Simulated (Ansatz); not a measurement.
Zinc-blende AlSb was calculated with r²SCANh (plane waves, PAW; Ansatz, a first-principles code).

Run with plane-wave cutoff 520 eV, 8×8×8 k mesh, Fermi–Dirac smearing 0.01 eV, scalar-relativistic PAW data made under PBE.

Equation-of-state points:

| V (Å³/atom) | E − E_lowest (meV/atom) | P (GPa) |
|---|---|---|
| 27.797 | 14.45 | 3.31 |
| 28.528 | 3.46 | 1.55 |
| 29.323 | 0.00 | -0.12 |
| 29.991 | 3.09 | -1.34 |
| 30.723 | 11.97 | -2.52 |

Task: Estimate the bulk modulus from the pressures at 28.528 and 29.991 Å³/atom, and compare it with a fit to all energies.

Result: B = −V dP/dV. Between V = 28.528 and 29.991 Å³/atom, dP/dV = (-1.34 − (1.55))/(29.991 − 28.528) = -1.98 GPa per Å³/atom; at the midpoint 29.259 Å³/atom this gives B ≈ 57.8 GPa. The third-order Birch–Murnaghan fit gives V0 = 29.264 Å³/atom, B0 = 57.6 GPa, B′ = 4.3, which lies within 1 % of that estimate.

Measured, for comparison: bulk modulus 58.2 GPa (temperature not stated, no zero-point or thermal correction; as tabulated in Toher et al. (2017), arXiv:1611.05714); equilibrium volume per atom 28.77 Å³/atom (low temperature, thermal expansion removed or low-temperature value; zero-point expansion not removed; as tabulated in Zhang et al. (2018), doi:10.1088/1367-2630/aac7f0). Computed (rounded) less measured: bulk modulus -1 %, equilibrium volume per atom +1.7 %.

Spin–orbit coupling is not included.
